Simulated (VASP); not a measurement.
# InP (F-43m) in VASP: a series of runs, part 2 of 2

VASP 6.6.1. The steps go on from the part before.

## (3) Relaxation of cell and atoms, PBE

This run uses another cell than the first one, of 26.44 Å³/atom, 1.051 times its volume.

File INCAR:

```
ALGO = Normal ; EDIFF = 1E-7
EDIFFG = -0.005 ; ENCUT = 600
GGA = PE ; IBRION = 2
ISIF = 3 ; ISMEAR = 0
LASPH = T ; LCHARG = F
LREAL = F ; LWAVE = F
NELM = 80 ; NSW = 90
PREC = Accurate ; SIGMA = 0.03
```

File KPOINTS:

```
k-points
0
Gamma
  8 8 8
```

File POSCAR:

```
InP                                     
1.0
    0.0000000000      2.9791538216      2.9791538216
    2.9791538216      0.0000000000      2.9791538216
    2.9791538216      2.9791538216      0.0000000000
  In              P             
     1     1
Direct
     0.0000000000000000    0.0000000000000000    0.0000000000000000
     0.2500000000000000    0.2500000000000000    0.2500000000000000
```

Potentials or basis: VASP PAW PBE potentials, release 64 (In_d, P).

Launch:

```console
cat potpaw_PBE.64/In_d/POTCAR potpaw_PBE.64/P/POTCAR > POTCAR
mpirun -np 1 vasp_std > vasp.out
```

OUTCAR:

```text
EDIFF = 1E-7
   EDIFFG = -0.005
   ENCUT = 600
   GGA = PE
   IBRION = 2
   ISIF = 3
   ISMEAR = 0
   LASPH = T
   LREAL = F
   NELM = 80
   NSW = 90
   PREC = Accurate

 ion  position               nearest neighbor table
   1  0.000  0.000  0.000-   2 2.58   2 2.58   2 2.58   2 2.58
   2  0.250  0.250  0.250-   1 2.58   1 2.58   1 2.58   1 2.58

  LATTYP: Found a face centered cubic cell.
 ALAT       =     5.9583076432

  Lattice vectors:

 A1 = (   0.0000000000,   2.9791538216,   2.9791538216)
 A2 = (   2.9791538216,   0.0000000000,   2.9791538216)
 A3 = (   2.9791538216,   2.9791538216,   0.0000000000)

Analysis of symmetry for initial positions (statically):
=====================================================================
 Subroutine PRICEL returns:
 Original cell was already a primitive cell.

 Routine SETGRP: Setting up the symmetry group for a
 face centered cubic supercell.

 Subroutine GETGRP returns: Found 24 space group operations
 (whereof 24 operations were pure point group operations)
 out of a pool of 48 trial point group operations.

The static configuration has the point symmetry T_d .

Analysis of symmetry for dynamics (positions and initial velocities):
[... 171 lines left out ...]
      1      -9.4335      2.00000
      2      -9.4335      2.00000
      3      -9.4335      2.00000
      4      -9.3048      2.00000
      5      -9.3048      2.00000
      6      -6.5266      2.00000
      7       4.6639      2.00000
      8       4.6639      2.00000
      9       4.6639      2.00000
     10       5.1059      0.00000
     11       8.7526      0.00000
     12       8.7526      0.00000
     13       8.7526      0.00000
[... 354 lines left out ...]
  band No.  band energies     occupation
      1      -9.5435      2.00000
      2      -9.3925      2.00000
      3      -9.3757      2.00000
      4      -9.3088      2.00000
      5      -9.2937      2.00000
      6      -4.6699      2.00000
      7      -0.6604      2.00000
      8       2.1380      2.00000
      9       3.1519      2.00000
     10       7.6870      0.00000
     11       8.8719      0.00000
     12      10.4356      0.00000
     13      11.7399      0.00000

 [... further k-points ...]
[... 5 lines left out ...]
  --------------------------------------------------------------------------------------
  -------------------------------------------------------------------------------------
  Total        0.0034571      0.0034571      0.0034571      0.0000000      0.0000000      0.0000000
  in kB        0.1047416      0.1047416      0.1047416      0.0000000      0.0000000      0.0000000
  external PRESSURE =       0.1047416 kB  Pullay stress =       0.0000000 kB

 VOLUME and BASIS-vectors are now :
 -----------------------------------------------------------------------------
  energy-cutoff  :      600.00
  volume of cell :       52.88
      direct lattice vectors                 reciprocal lattice vectors
     0.000000000  2.979153822  2.979153822    -0.167832891  0.167832891  0.167832891
     2.979153822  0.000000000  2.979153822     0.167832891 -0.167832891  0.167832891
     2.979153822  2.979153822  0.000000000     0.167832891  0.167832891 -0.167832891

 POSITION                                       TOTAL-FORCE (eV/Angst)
 -----------------------------------------------------------------------------------
      0.00000      0.00000      0.00000        -0.000000     -0.000000     -0.000000
      1.48958      1.48958      1.48958         0.000000      0.000000      0.000000
 -----------------------------------------------------------------------------------
    total drift:                               -0.000000     -0.000000      0.000000

  FREE ENERGIE OF THE ION-ELECTRON SYSTEM (eV)
  ---------------------------------------------------
  free  energy   TOTEN  =        -8.4062856919 eV

  energy  without entropy=       -8.4062856919  energy(sigma->0) =       -8.40628569

 reached required accuracy - stopping structural energy minimisation
```

CONTCAR:

```text
InP
   1.00000000000000
     0.0000000000000000    2.9791538216000002    2.9791538216000002
     2.9791538216000002    0.0000000000000000    2.9791538216000002
     2.9791538216000002    2.9791538216000002    0.0000000000000000
  In              P
     1     1
Direct
     0.0000000000000000    0.0000000000000000    0.0000000000000000
     0.2500000000000000    0.2500000000000000    0.2500000000000000

  0.00000000E+00  0.00000000E+00  0.00000000E+00
  0.00000000E+00  0.00000000E+00  0.00000000E+00
```

Run time: 12 s. Hardware: 1 thread of Intel Xeon 6975P-C (Granite Rapids), shared host; peak memory 0.21 GiB.

Results:

```
Free energy             : -8.4063 eV
Pressure after relaxing : 0.0 GPa
Band gap on the k mesh  : 0.44 eV, direct
```

Final structure:
```
In P
1.0
     0.00000    2.97915    2.97915
     2.97915    0.00000    2.97915
     2.97915    2.97915    0.00000
In P
1 1
Direct
  0.00000 0.00000 0.00000
  0.25000 0.25000 0.25000
```

Levels at points of the mesh, in eV from the valence-band top:
```tsv
k point	band 5	band 6	band 7	band 8	band 9	band 10	band 11	band 12	band 13
(0.00, 0.00, 0.00)	-13.97	-11.19	0.00	0.00	0.00	0.44	4.09	4.09	4.09
(0.50, 0.00, 0.00)	-13.96	-9.62	-5.48	-0.90	-0.90	1.38	4.80	4.80	6.99
(0.50, 0.50, 0.00)	-13.94	-9.03	-5.54	-2.16	-2.16	1.84	2.26	8.91	9.26
```

Caveat: the relaxation stopped at its first step, so nothing moved; spin-orbit coupling is left out, which moves the levels of the heavy elements.
